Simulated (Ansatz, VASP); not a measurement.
# C: VASP beside Ansatz

The input INCAR:

```
PREC     = Accurate       # precision mode
ENCUT    = 520            # plane-wave cutoff, eV
EDIFF    = 1E-6           # SCF threshold, eV
ISMEAR   = 0              # smearing method
SIGMA    = 0.05           # smearing width, eV
LREAL    = F              # projectors in reciprocal space
LASPH    = T              # aspherical terms in the spheres
NELM     = 100            # most SCF steps
ALGO     = Normal         # electronic algorithm
ISIF     = 2              # what is computed and relaxed
LWAVE    = F              # write WAVECAR
LCHARG   = F              # write CHGCAR
GGA      = PE             # functional
NBANDS   = 11             # bands
```

KPOINTS

```
regular mesh
0
Gamma
  12 12 12
```

File POSCAR:

```
C
1.0
    0.0000000000      1.8547360000      1.6407280000
    1.8547360000      0.0000000000      1.6407280000
    1.8547360000      1.8547360000      0.0000000000
C
2
Direct
    0.5000000000      0.5000000000      0.5000000000
    0.7500000000      0.7500000000      0.7500000000
```

Input for Ansatz:

```yaml
crystal:
  lattice:
    - [0.0, 1.854736, 1.640728]
    - [1.854736, 0.0, 1.640728]
    - [1.854736, 1.854736, 0.0]
  atoms:
    - { symbol: C, position: [0.5, 0.5, 0.5] }
    - { symbol: C, position: [0.75, 0.75, 0.75] }
basis:
  ecutwfc: 420
kpoints:
  mp_grid: { grid: [12, 12, 12] }
hamiltonian:
  xc: pbe
scf:
  occupations: { method: gaussian, width: 0.05 }
output:
  forces: true
  stress: true
  eigenvalues: true
```

Change from the starting cell: strain +0.040 along x and y, -0.080 along z, atoms carried along.

Alike in both runs: task single point; functional PBE; k mesh 12 × 12 × 12; occupations gaussian, width 0.05 eV; no spin polarisation.

```csv
,VASP,Ansatz
version,VASP 6.6.1,Ansatz 0.2.0
potentials or method,"VASP PAW PBE potentials, release 64 (C)","scalar-relativistic, plane waves, PAW"
plane-wave cutoff (eV),520,420
valence electrons in the cell,8,8
```

|  | VASP | Ansatz | Ansatz less VASP |
| --- | --- | --- | --- |
| gap on the k mesh at the Fermi level (eV) | 1.20 | 1.21 | +0.009 |
| least direct gap on the mesh (eV) | 3.66 | 3.66 | +0.005 |
| pressure (GPa) | 4.8 | 4.2 | -0.66 |
| largest component of the traceless stress (GPa) | 66.54 | 66.60 | +0.058 |

With one functional, cell and mesh, what is left measures potentials, basis and numerics.
